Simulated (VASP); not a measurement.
Here is a VASP 6.6.1 calculation.

INCAR

```
SYSTEM = TePb
PREC     = Accurate       ! precision mode
ENCUT    = 600            ! plane-wave cutoff, eV
EDIFF    = 1E-6           ! SCF threshold, eV
ISMEAR   = -1             ! smearing method
SIGMA    = 0.05           ! smearing width, eV
LREAL    = .False.        ! projectors in reciprocal space
LASPH    = .True.         ! aspherical terms in the spheres
NELM     = 100            ! most SCF steps
ALGO     = Normal         ! electronic algorithm
ISIF     = 3              ! what is computed and relaxed
LWAVE    = .False.        ! write WAVECAR
LCHARG   = .False.        ! write CHGCAR
GGA      = PS             ! functional
IVDW     = 12             ! dispersion correction
IBRION   = 2              ! ionic algorithm
NSW      = 60             ! ionic steps
EDIFFG   = -0.02          ! ionic threshold
```

The input KPOINTS:

```
regular mesh
0
Gamma
  7 7 7
  0 0 0
```

File POSCAR:

```
TePb
1.0
    0.0000000000      3.2310000000      3.2310000000
    3.2310000000      0.0000000000      3.2310000000
    3.2310000000      3.2310000000      0.0000000000
Pb Te
1 1
Direct
    0.0000000000      0.0000000000      0.0000000000
    0.5000000000      0.5000000000      0.5000000000
```

Potentials or basis: VASP PAW PBE potentials, release 64 (Pb_d, Te).

Launch:

```bash
$ cat potpaw_PBE.64/Pb_d/POTCAR potpaw_PBE.64/Te/POTCAR > POTCAR
$ mpirun -np 1 vasp_std > vasp.out
```

Q: Estimate the relaxed cell.

A: a = 4.490 Å, b = 4.490 Å, c = 4.490 Å, α = 60.00°, β = 60.00°, γ = 60.00°.

Q: Predict the space group after relaxing (to 0.05 Å).

A: Fm-3m (No. 225).

Final structure:
```cif
data_structure
_symmetry_space_group_name_H-M 'P 1'
_symmetry_Int_Tables_number 1
_cell_length_a 4.4900
_cell_length_b 4.4900
_cell_length_c 4.4900
_cell_angle_alpha 60.000
_cell_angle_beta 60.000
_cell_angle_gamma 60.000
_cell_volume 64.01
loop_
_atom_site_label
_atom_site_type_symbol
_atom_site_fract_x
_atom_site_fract_y
_atom_site_fract_z
_atom_site_occupancy
Pb1 Pb 0.00000 0.00000 0.00000 1
Te1 Te 0.50000 0.50000 0.50000 1
```

 The run has no spin-orbit coupling, so splittings on Pb, Te are missing.
